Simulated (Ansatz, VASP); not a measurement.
# One calculation of ZnO (zincite), two programs

The input INCAR:

```
SYSTEM = ZnO
ALGO     = Normal         ! electronic algorithm
EDIFF    = 1E-6           ! SCF threshold, eV
ENCUT    = 520            ! plane-wave cutoff, eV
GGA      = PE             ! functional
ISIF     = 2              ! what is computed and relaxed
ISMEAR   = -1             ! smearing method
LASPH    = .TRUE.         ! aspherical terms in the spheres
LCHARG   = .FALSE.        ! write CHGCAR
LREAL    = .FALSE.        ! projectors in reciprocal space
LWAVE    = .FALSE.        ! write WAVECAR
NBANDS   = 26             ! bands
NELM     = 100            ! most SCF steps
PREC     = Accurate       ! precision mode
SIGMA    = 0.05           ! smearing width, eV
```

File KPOINTS:

```
k-points
0
G
  9 9 5
  0 0 0
```

Contents of POSCAR:

```
ZnO
1.0
    3.1829769797      0.0000000000      0.0000000000
   -1.5914884899      2.7565389241      0.0000000000
    0.0000000000      0.0000000000      5.0994402224
Zn O
2 2
Direct
    0.6666666667      0.3333333333      0.0000000000
    0.3333333333      0.6666666667      0.5000000000
    0.3333333333      0.6666666667      0.8790100000
    0.6666666667      0.3333333333      0.3790100000
```

Contents of input.yaml:

```yaml
crystal:
  lattice:
    - [3.1829769797, 0.0, 0.0]
    - [-1.5914884899, 2.7565389241, 0.0]
    - [0.0, 0.0, 5.0994402224]
  atoms:
    - { symbol: Zn, position: [0.6666666667, 0.3333333333, 0.0] }
    - { symbol: Zn, position: [0.3333333333, 0.6666666667, 0.5] }
    - { symbol: O, position: [0.3333333333, 0.6666666667, 0.87901] }
    - { symbol: O, position: [0.6666666667, 0.3333333333, 0.37901] }
hamiltonian:
  xc: pbe
  pseudopotentials: { kind: paw, azcp: { folder: soft_1 } }
kpoints:
  mp_grid: { grid: [9, 9, 5] }
scf:
  occupations: { method: fermi_dirac, width: 0.05 }
output:
  forces: true
  stress: true
  eigenvalues: true
```

Alike in both runs: task single point; functional PBE; k mesh 9 × 9 × 5; occupations fermi-dirac, width 0.05 eV; no spin polarisation.

```csv
,VASP,Ansatz
version,VASP 6.6.1,Ansatz 0.2.0
potentials or method,"VASP PAW PBE potentials, release 64 (Zn, O)",Ansatz PAW soft_1
plane-wave cutoff (eV),520,420
valence electrons in the cell,36,36
```

|  | VASP | Ansatz | Ansatz less VASP |
| --- | --- | --- | --- |
| gap on the k mesh at the Fermi level (eV) | 0.88 | 0.89 | +0.009 |
| least direct gap on the mesh (eV) | 0.88 | 0.89 | +0.009 |
| pressure (GPa) | 17.0 | 15.6 | -1.33 |
| largest component of the traceless stress (GPa) | 1.40 | 1.37 | -0.031 |
| rms of the force components (eV/Å) | 0.056 | 0.054 | -0.0021 |

Atom by atom the forces differ by 0.002 eV/Å (rms over components). With one functional, cell and mesh, what is left measures potentials, basis and numerics.

Caveats: so large a pressure means that the cell lies far from this level's equilibrium, or that cutoff or potentials fall short (VASP); odd divisions of the mesh miss points on the zone boundary, where band edges often lie, so the gap on the mesh can be too wide (Ansatz); the pressure holds a Pulay correction of +0.5 GPa for the finite cutoff (Ansatz).
